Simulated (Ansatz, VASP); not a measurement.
## One calculation of BiTe3, two programs

The input INCAR:

```
ALGO = Normal
EDIFF = 1E-7
ENCUT = 520
GGA = PE
ISIF = 2
ISMEAR = 0
LASPH = T
LCHARG = F
LREAL = F
LWAVE = F
NBANDS = 24
NELM = 60
PREC = Accurate
SIGMA = 0.1
```

KPOINTS

```
k-points
0
Gamma
  4 4 4
```

The input POSCAR:

```
BiTe3
1.0
    4.8046364900      0.0000000000      0.0000000000
    0.0000000000      4.8046364900      0.0000000000
    0.0000000000      0.0000000000      4.8303482900
Bi Te
1 3
Direct
    0.0000000000      0.0000000000      0.0000000000
    0.0000000000      0.5000000000      0.5000000000
    0.5000000000      0.0000000000      0.5000000000
    0.5000000000      0.5000000000      0.0000000000
```

Input for Ansatz:

```yaml
crystal:
  lattice:
    - [4.80463649, 0.0, 0.0]
    - [0.0, 4.80463649, 0.0]
    - [0.0, 0.0, 4.83034829]
  atoms:
    - { symbol: Bi, position: [0.0, 0.0, 0.0] }
    - { symbol: Te, position: [0.0, 0.5, 0.5] }
    - { symbol: Te, position: [0.5, 0.0, 0.5] }
    - { symbol: Te, position: [0.5, 0.5, 0.0] }
basis:
  ecutwfc: 420
kpoints:
  mp_grid: { grid: [4, 4, 4] }
hamiltonian:
  xc: pbe
scf:
  occupations: { method: gaussian, width: 0.1 }
  lower_state_search: "off"
output:
  forces: true
  stress: true
  eigenvalues: true
```

Change from the starting cell: species swapped into the CdAu3 type (P4/mmm, No. 123).

Alike in both runs: task single point; functional PBE; k mesh 4 × 4 × 4; occupations gaussian, width 0.1 eV; no spin polarisation.

```csv
,VASP,Ansatz
version,VASP 6.6.1,Ansatz 0.2.0
potentials or method,"VASP PAW PBE potentials, release 64 (Bi_d, Te)","scalar-relativistic, plane waves, PAW"
plane-wave cutoff (eV),520,420
valence electrons in the cell,33,63
```

```csv
,VASP,Ansatz,Ansatz less VASP
gap on the k mesh at the Fermi level (eV),none,none,-
pressure (GPa),3.2,3.3,+0.08
largest component of the traceless stress (GPa),0.37,0.37,+0.005
```

A gap of «none» marks a metal or a gap that the smearing closes. The two sets of potentials don't hold the same shells in valence.

Caveats: spin-orbit coupling is left out, which moves the levels of the heavy elements.
